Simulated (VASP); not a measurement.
## AlP: single point with PBE

**The experiment to reproduce.**

From a printed reference work, data compilation, for a bulk crystal of AlP at 4.2 K: band gap 2.505 eV (indirect).

The system is AlP.

```
Al P
1.0
     0.00000    2.75340    2.75340
     2.75340    0.00000    2.75340
     2.75340    2.75340    0.00000
Al P
1 1
Direct
  0.00000 0.00000 0.00000
  0.75000 0.75000 0.75000
```

```
Program                : VASP 6.6.1
Task                   : single point
Functional             : PBE
Potentials or basis    : VASP PAW PBE potentials, release 64 (Al, P)
Cutoff                 : 500 eV
k mesh                 : 8 × 8 × 8
Occupations            : gaussian, width 0.02 eV
Spin                   : no spin polarisation
Dipole correction      : no
Further INCAR settings : ALGO = Normal; EDIFF = 1e-06; NBANDS = 11
```

The pressure is 0.0 GPa. The band gap on the k mesh is 1.63 eV, indirect (least direct gap 3.09 eV).

Levels at points of the mesh, in eV from the valence-band top:
| k point | band 1 | band 2 | band 3 | band 4 | band 5 | band 6 | band 7 | band 8 |
| --- | --- | --- | --- | --- | --- | --- | --- | --- |
| (0.00, 0.00, 0.00) | -11.36 | 0.00 | 0.00 | 0.00 | 3.09 | 4.53 | 4.53 | 4.53 |
| (0.50, 0.00, 0.00) | -9.74 | -5.41 | -0.75 | -0.75 | 2.72 | 4.81 | 4.81 | 8.20 |
| (0.50, 0.50, 0.00) | -9.11 | -5.22 | -2.05 | -2.05 | 1.63 | 2.47 | 10.85 | 10.85 |

It took 22 s on 1 thread of AMD EPYC 7R13, on a shared host, peak memory 0.12 GiB.

Against the measured gap of AlP, 2.505 eV (indirect; 4.2 K; a printed reference work, data compilation), the calculated 1.63 eV is off by -0.88 eV. The value is that of PBE on a finite k mesh, which can miss the band edges, without temperature or zero-point motion. Semilocal functionals fall short of measured gaps as a rule.
